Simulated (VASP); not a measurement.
# MgSe (Fm-3m) in VASP: a series of runs, part 2 of 2

VASP 6.6.1. Earlier steps stand in the parts before.

**3. Single point, PBE**

Input file INCAR:

```
SYSTEM = MgSe
PREC = Accurate
ENCUT = 520
EDIFF = 1E-6
ISMEAR = 0
SIGMA = 0.02
LREAL = .False.
LASPH = .True.
NELM = 100
ALGO = Normal
ISIF = 2
LWAVE = .False.
LCHARG = .True.
GGA = PE
LELF = .True.
LVHAR = .True.
NBANDS = 11
```

Input file KPOINTS:

```
regular mesh
0
Gamma
  8 8 8
  0 0 0
```

Input file POSCAR:

```
MgSe
1.0
    0.0000000000      2.7544736753      2.7544736753
    2.7544736753      0.0000000000      2.7544736753
    2.7544736753      2.7544736753      0.0000000000
Mg Se
1 1
Direct
    0.0000000000      0.0000000000      0.0000000000
    0.5000000000      0.5000000000      0.5000000000
```

Potentials or basis: VASP PAW PBE potentials, release 64 (Mg, Se).

Started as:

```
cat potpaw_PBE.64/Mg/POTCAR potpaw_PBE.64/Se/POTCAR > POTCAR
mpirun -np 1 vasp_std > vasp.out
```

OUTCAR:

```text
SYSTEM = MgSe
   PREC = Accurate
   ENCUT = 520
   EDIFF = 1E-6
   ISMEAR = 0
   LREAL = .False.
   LASPH = .True.
   NELM = 100
   ISIF = 2
   GGA = PE

 ion  position               nearest neighbor table
   1  0.000  0.000  0.000-   2 2.75   2 2.75   2 2.75   2 2.75   2 2.75   2 2.75
   2  0.500  0.500  0.500-   1 2.75   1 2.75   1 2.75   1 2.75   1 2.75   1 2.75

  LATTYP: Found a face centered cubic cell.
 ALAT       =     5.5089473506

  Lattice vectors:

 A1 = (   0.0000000000,   2.7544736753,   2.7544736753)
 A2 = (   2.7544736753,   0.0000000000,   2.7544736753)
 A3 = (   2.7544736753,   2.7544736753,   0.0000000000)

Analysis of symmetry for initial positions (statically):
=====================================================================
 Subroutine PRICEL returns:
 Original cell was already a primitive cell.

 Routine SETGRP: Setting up the symmetry group for a
 face centered cubic supercell.

 Subroutine GETGRP returns: Found 48 space group operations
 (whereof 48 operations were pure point group operations)
 out of a pool of 48 trial point group operations.

The static configuration has the point symmetry O_h .

Analysis of symmetry for dynamics (positions and initial velocities):
=====================================================================
 Subroutine PRICEL returns:
 Original cell was already a primitive cell.

 Routine SETGRP: Setting up the symmetry group for a
 face centered cubic supercell.

 Subroutine GETGRP returns: Found 48 space group operations
 (whereof 48 operations were pure point group operations)
 out of a pool of 48 trial point group operations.

The dynamic configuration has the point symmetry O_h .

 Subroutine INISYM returns: Found 48 space group operations
 (whereof 48 operations are pure point group operations),
 and found     1 'primitive' translations

----------------------------------------------------------------------------------------

                                     Primitive cell

  volume of cell :      41.7971

  direct lattice vectors                    reciprocal lattice vectors
[... 119 lines left out ...]
 Gauss-broadening in eV      SIGMA  =   0.02
  energy-cutoff  :      520.00
  volume of cell :       41.80
 maximum number of plane-waves:      1158
 NGX is ok and might be reduce to    30
   NGX = 15   NGY = 15   NGZ = 15

 number of electron       7.9999999 magnetization

 Free energy of the ion-electron system (eV)
  ---------------------------------------------------
  ext. energy  EPLUGINS =         0.00000000
  ---------------------------------------------------
  free energy    TOTEN  =        -7.49038196 eV

  energy without entropy =       -7.49038196  energy(sigma->0) =       -7.49038196

 E-fermi :   3.0471     XC(G=0):  -9.3619

 val. band max:        2.9643731176   @ k =   0.0000   0.0000   0.0000
 cond. band min:       4.7126034593   @ k =   0.5000   0.5000   0.0000
 fundamental gap:      1.7482303417
 Fermi energy:         3.0470602877

 k-point     1 :       0.0000    0.0000    0.0000
  band No.  band energies     occupation
      1      -9.8075      2.00000
      2       2.9644      2.00000
      3       2.9644      2.00000
      4       2.9644      2.00000
      5       5.3523      0.00000
      6      10.3862      0.00000
      7      10.3862      0.00000
      8      10.3862      0.00000
      9      12.8765      0.00000
     10      12.8765      0.00000
     11      13.9037      0.00000
[... 309 lines left out ...]
 k-point    24 :      -0.3750    0.2500    0.1250
  band No.  band energies     occupation
      1      -8.6023      2.00000
      2      -1.3096      2.00000
      3       0.8348      2.00000
      4       1.8083      2.00000
      5       7.6277      0.00000
      6       8.3216      0.00000
      7      10.6141      0.00000
      8      11.8838      0.00000
      9      13.9098      0.00000
     10      14.4912      0.00000
     11      16.9091      0.00000

 [... further k-points ...]

------------------------ aborting loop because EDIFF is reached ----------------------------------------

  FORCE on cell =-STRESS in cart. coord.  units (eV):
  Direction    XX          YY          ZZ          XY          YZ          ZX
  --------------------------------------------------------------------------------------
  -------------------------------------------------------------------------------------
  Total       -0.0376582     -0.0376582     -0.0376582     -0.0000000      0.0000000     -0.0000000
  in kB       -1.4435247     -1.4435247     -1.4435247     -0.0000000      0.0000000     -0.0000000
  external PRESSURE =      -1.4435247 kB  Pullay stress =       0.0000000 kB

 VOLUME and BASIS-vectors are now :
 -----------------------------------------------------------------------------
  energy-cutoff  :      520.00
  volume of cell :       41.80
      direct lattice vectors                 reciprocal lattice vectors
     0.000000000  2.754473675  2.754473675    -0.181522882  0.181522882  0.181522882
     2.754473675  0.000000000  2.754473675     0.181522882 -0.181522882  0.181522882
     2.754473675  2.754473675  0.000000000     0.181522882  0.181522882 -0.181522882

 POSITION                                       TOTAL-FORCE (eV/Angst)
 -----------------------------------------------------------------------------------
      0.00000      0.00000      0.00000         0.000000      0.000000      0.000000
      2.75447      2.75447      2.75447        -0.000000     -0.000000      0.000000
 -----------------------------------------------------------------------------------
    total drift:                               -0.000000     -0.000000      0.000000

  FREE ENERGIE OF THE ION-ELECTRON SYSTEM (eV)
  ---------------------------------------------------
  free  energy   TOTEN  =        -7.4903819634 eV

  energy  without entropy=       -7.4903819634  energy(sigma->0) =       -7.49038196
```

OSZICAR:

```text
N       E                     dE             d eps       ncg     rms          rms(c)
DAV:   1     0.209170409177E+02    0.20917E+02   -0.34001E+03   662   0.576E+02
DAV:   2    -0.642248369882E+01   -0.27340E+02   -0.25504E+02   771   0.918E+01
DAV:   3    -0.779577479351E+01   -0.13733E+01   -0.13703E+01   814   0.215E+01
DAV:   4    -0.780304473914E+01   -0.72699E-02   -0.72697E-02   698   0.179E+00
DAV:   5    -0.780308597121E+01   -0.41232E-04   -0.41232E-04   793   0.142E-01    0.293E+00
DAV:   6    -0.753458689611E+01    0.26850E+00   -0.48110E-01   686   0.256E+00    0.184E+00
DAV:   7    -0.749108429007E+01    0.43503E-01   -0.21086E-01   731   0.183E+00    0.932E-01
DAV:   8    -0.749048414436E+01    0.60015E-03   -0.10436E-02   695   0.538E-01    0.254E-01
DAV:   9    -0.749037462966E+01    0.10951E-03   -0.31929E-04   707   0.934E-02    0.122E-01
DAV:  10    -0.749038503107E+01   -0.10401E-04   -0.15380E-04   713   0.524E-02    0.241E-02
DAV:  11    -0.749038174427E+01    0.32868E-05   -0.20024E-05   725   0.179E-02    0.624E-03
DAV:  12    -0.749038196343E+01   -0.21915E-06   -0.72101E-07   397   0.491E-03
   1 F= -.74903820E+01 E0= -.74903820E+01  d E =-.249425E-11
```

It took 7.2 s on 1 thread of Intel Xeon 6975P-C (Granite Rapids), shared host; peak memory 0.17 GiB.

What came out:

```
Free energy            : -7.4904 eV
Pressure               : -0.1 GPa
Band gap on the k mesh : 1.75 eV, indirect (least direct gap 2.39 eV)
```

A k mesh can miss the band edges.
